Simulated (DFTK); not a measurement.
# AlN under changes of volume

One of the cells (10.417 Å³/atom); the others are scaled copies at fixed shape and fractional positions:

```
CELL_PARAMETERS angstrom
0.00000 2.18399 2.18399
2.18399 0.00000 2.18399
2.18399 2.18399 0.00000
ATOMIC_POSITIONS crystal
Al 0.00000 0.00000 0.00000
N 0.25000 0.25000 0.25000
```

Measurements of this composition are mostly on another form, of space group No. 186.

| Property | Result |
| --- | --- |
| Program | DFTK 0.8.2 |
| Functional | PBE |
| Potentials or basis | dojo.nc.sr.pbe.v0_4_1.standard.upf (PBE) |
| Cutoff | 1143 eV |
| k mesh | 10 × 10 × 10 |
| Occupations | fermi-dirac, width 0.05 eV |
| Spin | no spin polarisation |

```tsv
volume (Å³/atom)	energy over the lowest point (meV/atom)	pressure (GPa)	gap on the mesh (eV)
9.792	?	?	?
10.001	26.59	13.8	3.35
10.209	11.88	8.9	3.33
10.417	3.20	4.5	3.32
10.626	0.00	0.5	3.31
10.834	1.77	-3.2	3.30
11.042	8.06	-6.5	3.29
```

What does the run at 9.792 Å³/atom give?

Energy over the lowest point 47.96 meV/atom; pressure 19.1 GPa; gap on the mesh 3.35 eV.

Worked out: A Birch-Murnaghan fit of order 3 (a polynomial in V^(-2/3)) to the other rows has its minimum at 10.65 Å³/atom with B0 = V·E''(V) = 193 GPa and B' = 4.0. It gives 48.08 meV/atom at 9.792 Å³/atom, against the run's 47.96, and -dE/dV = 19.2 GPa, against 19.1. A straight line through the other rows of the gap, of slope -0.578 eV per unit of ln V, extrapolates to 3.36 eV, against the run's 3.35.

Energies are extrapolated to zero smearing.

A mesh can miss the band edges.
